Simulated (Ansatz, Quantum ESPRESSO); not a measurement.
This is a calculation of Bi (Bismuth) for Quantum ESPRESSO 7.5. 

File pw.in:

```
&CONTROL
  calculation = 'scf'
  prefix = 'pwscf'
  outdir = './tmp'
  pseudo_dir = './pseudo'
  tprnfor = .true.
  tstress = .true.
  disk_io = 'nowf'
/
&SYSTEM
  ibrav = 0
  nat = 2
  ntyp = 1
  ecutwfc = 66
  nbnd = 22
  occupations = 'smearing'
  smearing = 'fd'
  degauss = 0.00367493
/
&ELECTRONS
  conv_thr = 4d-10
  electron_maxstep = 120
  mixing_beta = 0.5
/
ATOMIC_SPECIES
Bi   208.9804 Bi_ONCV_PBE-1.2.upf
CELL_PARAMETERS angstrom
   2.2675000000    1.3091417354    3.9380000000
  -2.2675000000    1.3091417354    3.9380000000
   0.0000000000   -2.6182834708    3.9380000000
ATOMIC_POSITIONS crystal
Bi     0.7660000000    0.7660000000    0.7660000000
Bi     0.2340000000    0.2340000000    0.2340000000
K_POINTS automatic
4 4 4 0 0 0
```

Potentials or basis: SG15 PBE 1.2.

Command:

```bash
$ OMP_NUM_THREADS=1 pw.x -in pw.in > pw.out
```

Problem. Translate it to Ansatz 0.2.0. Potentials or basis there: PAW datasets made for the crystal, cutoff 260 eV.

Solution. As run (cutoffs and basis follow the program's own potentials, and thresholds, step limits or extra output files can differ):

The input input.yaml:

```yaml
crystal:
  lattice:
    - [2.2675, 1.3091417354, 3.938]
    - [-2.2675, 1.3091417354, 3.938]
    - [0.0, -2.6182834708, 3.938]
  atoms:
    - { symbol: Bi, position: [0.766, 0.766, 0.766] }
    - { symbol: Bi, position: [0.234, 0.234, 0.234] }
kpoints:
  mp_grid: { grid: [4, 4, 4] }
scf:
  occupations: { method: fermi_dirac, width: 0.05 }
hamiltonian:
  xc: pbe
  pseudopotentials: { kind: all_electron, datasets: crystal }
output:
  forces: true
  stress: true
  eigenvalues: true
  elf: true
  volumetric_format: npy
```

Potentials or basis: all-electron PAW datasets made for the crystal.

Run with:

```bash
$ ansatz run input.yaml --threads 1 --pin off --max-ram 3072MiB --backend cpu --events-out ev --progress --plain --runs-dir out
```

Both were run:

|  | Quantum ESPRESSO | Ansatz |
| --- | --- | --- |
| Pressure | 2.0 GPa | 2.0 GPa |

Ansatz's pressure holds a Pulay term of +0.00 GPa for its cutoff of 260 eV, which the other run lacks.

Where Ansatz's input types no cutoff or centring, it takes its own default and a Γ-centred mesh.

Pressure is positive in compression.

The k mesh is coarse, so the values aren't converged.
